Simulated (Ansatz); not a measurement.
# BaO: the cost of one run

Method: DFT, plane waves, PAW, no spin polarisation, in Ansatz 0.2.0.

### Step 1. The system as given

The cell holds 16 atoms (Ba8O8): a = 7.840 Å, b = 7.840 Å, c = 7.840 Å, α = 60.00°, β = 60.00°, γ = 60.00°.

Coordinates:

```xyz
16
Lattice="0.0000 5.5439 5.5439 5.5439 0.0000 5.5439 5.5439 5.5439 0.0000" Properties=species:S:1:pos:R:3 pbc="T T T"
Ba    0.0000    0.0000    0.0000
O     2.7719    2.7719    2.7719
Ba    2.7719    2.7719    0.0000
O     5.5439    5.5439    2.7719
Ba    2.7719    0.0000    2.7719
O     5.5439    2.7719    5.5439
Ba    5.5439    2.7719    2.7719
O     8.3158    5.5439    5.5439
Ba    0.0000    2.7719    2.7719
O     2.7719    5.5439    5.5439
Ba    2.7719    5.5439    2.7719
O     5.5439    8.3158    5.5439
Ba    2.7719    2.7719    5.5439
O     5.5439    5.5439    8.3158
Ba    5.5439    5.5439    5.5439
O     8.3158    8.3158    8.3158
```

### Step 2. Run 1: PBEsol

Contents of input.yaml:

```yaml
crystal:
  lattice:
    - [0.0, 5.5438853662, 5.5438853662]
    - [5.5438853662, 0.0, 5.5438853662]
    - [5.5438853662, 5.5438853662, 0.0]
  atoms:
    - { symbol: Ba, position: [0.0, 0.0, 0.0] }
    - { symbol: O, position: [0.25, 0.25, 0.25] }
    - { symbol: Ba, position: [0.0, 0.0, 0.5] }
    - { symbol: O, position: [0.25, 0.25, 0.75] }
    - { symbol: Ba, position: [0.0, 0.5, 0.0] }
    - { symbol: O, position: [0.25, 0.75, 0.25] }
    - { symbol: Ba, position: [0.0, 0.5, 0.5] }
    - { symbol: O, position: [0.25, 0.75, 0.75] }
    - { symbol: Ba, position: [0.5, 0.0, 0.0] }
    - { symbol: O, position: [0.75, 0.25, 0.25] }
    - { symbol: Ba, position: [0.5, 0.0, 0.5] }
    - { symbol: O, position: [0.75, 0.25, 0.75] }
    - { symbol: Ba, position: [0.5, 0.5, 0.0] }
    - { symbol: O, position: [0.75, 0.75, 0.25] }
    - { symbol: Ba, position: [0.5, 0.5, 0.5] }
    - { symbol: O, position: [0.75, 0.75, 0.75] }
kpoints:
  mp_grid: { grid: [2, 2, 2] }
hamiltonian:
  xc: pbesol
scf:
  occupations: { method: fermi_dirac, width: 0.026 }
md:
  ensemble: nve
  temperature: 300
  timestep: 2.0
  n_steps: 30
  initial_velocities: maxwell_boltzmann
  seed: 8795
```

On the command line:

```console
> ansatz run input.yaml --threads 4 --pin off --max-ram 3686MiB --backend cpu --events-out ev --progress --plain --runs-dir out
```

**Question.** How long does this run take on 4 threads of Arm Neoverse N1, shared host, and how much memory does it need?

About 2.1 min, with a peak of 1.1 GiB.
